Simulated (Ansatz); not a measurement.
# Hf2Si: the cost of one run

Program: Ansatz 0.2.0. Level of theory: DFT PBEsol, scalar-relativistic, plane waves, PAW. These are calculated values, not measurements.

1 further run of the same task is left out (set aside as unsound or not needed).

**1. The starting structure**

The structure is tetragonal, space group I4/mcm (No. 140). The conventional cell has a = 6.511 Å, b = 6.511 Å, c = 5.143 Å, α = 90.00°, β = 90.00°, γ = 90.00°. Hf (site symmetry m2m) has 4 Si at 2.77 Å and 3 Hf at 2.89 to 3.09 Å as nearest neighbours. Around Si (site symmetry 422) lie 2 Si at 2.57 Å and 8 Hf at 2.77 Å.

As a file:

```
Hf Si
1.0
    -3.25533    3.25533    2.57161
     3.25533   -3.25533    2.57161
     3.25533    3.25533   -2.57161
Hf Si
4 2
Direct
  0.84325 0.65675 0.50000
  0.34325 0.84325 0.18651
  0.15675 0.34325 0.50000
  0.65675 0.15675 0.81349
  0.75000 0.75000 0.00000
  0.25000 0.25000 0.00000
```

It goes back to an entry of the Materials Project, which need not be the stable form.

This cell was relaxed beforehand with the same method: volume 18.17 Å³/atom, gap on the mesh none (metal).

**2. Electronic structure at the relaxed geometry**

input.yaml

```yaml
crystal:
  lattice:
    - [-3.2553259385, 3.2553259385, 2.5716076328]
    - [3.2553259385, -3.2553259385, 2.5716076328]
    - [3.2553259385, 3.2553259385, -2.5716076328]
  atoms:
    - { symbol: Hf, position: [0.8432528485, 0.6567471515, 0.5] }
    - { symbol: Hf, position: [0.3432528485, 0.8432528485, 0.186505697] }
    - { symbol: Hf, position: [0.1567471515, 0.3432528485, 0.5] }
    - { symbol: Hf, position: [0.6567471515, 0.1567471515, 0.813494303] }
    - { symbol: Si, position: [0.75, 0.75, 0.0] }
    - { symbol: Si, position: [0.25, 0.25, 0.0] }
basis:
  ecutwfc: 420
kpoints:
  mp_grid: { grid: [10, 10, 10] }
  band_path:
    path:
      - [[0.0, 0.0, 0.0], [0.0, 0.0, 0.5], [-0.5, 0.5, 0.5], [0.0, 0.0, 0.0], [0.40601288, 0.40601288, -0.40601288]]
      - [[-0.40601288, 0.59398712, 0.40601288], [-0.5, 0.5, 0.5]]
      - [[0.0, 0.0, 0.5], [0.25, 0.25, 0.25], [0.0, 0.5, 0.0], [0.0, 0.0, 0.0]]
    npoints: 14
hamiltonian:
  xc: pbesol
scf:
  occupations: { method: gaussian, width: 0.1 }
  n_extra_bands: 15
output:
  forces: true
  stress: true
  eigenvalues: true
  populations: true
  dos: { projected: true, de: 0.02, nscf_kmesh: { grid: [15, 15, 15] } }
  bader: true
  write_density: true
  write_potential: true
  elf: true
  volumetric_format: npy
```

Started as:

```sh
> ansatz run input.yaml --threads 1 --pin off --max-ram 2560MiB --backend cpu --events-out ev --progress --plain --runs-dir out
```

What time and memory should one allow on 1 thread of AMD EPYC 7B13 (Zen 3), shared host?

About 2.6 min, with a peak of 1.4 GiB.
